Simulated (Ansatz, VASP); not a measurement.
Two plane-wave programs on BiTe

```xyz
2
Lattice="2.4918 1.4386 3.3621 -2.4918 1.4386 3.3621 0.0000 -2.8773 3.3621" Properties=species:S:1:pos:R:3 pbc="T T T"
Bi    0.0000    0.0000    5.0432
Te    0.0000    0.0000    0.0000
```

Alike in both runs: task single point; functional PBEsol; k mesh 12 × 12 × 12; occupations gaussian, width 0.1 eV; no spin polarisation.

|  | VASP | Ansatz |
| --- | --- | --- |
| version | VASP 6.6.1 | Ansatz 0.2.0 |
| potentials or method | VASP PAW PBE potentials, release 64 (Bi_d, Te) | scalar-relativistic, plane waves, PAW |
| plane-wave cutoff (eV) | 520 | 420 |
| valence electrons in the cell | 21 | 31 |

```tsv
	VASP	Ansatz	Ansatz less VASP
gap on the k mesh at the Fermi level (eV)	none	none	-
pressure (GPa)	-5.2	-5.2	+0.05
largest component of the traceless stress (GPa)	0.94	0.94	+0.003
```

A gap of «none» marks a metal or a gap that the smearing closes. With one functional, cell and mesh, what is left measures potentials, basis and numerics. The two sets of potentials don't hold the same shells in valence.

Caveats: the PAW data sets were made with another functional, which shifts forces and pressure a little (VASP); spin-orbit coupling is left out, which moves the levels of the heavy elements.
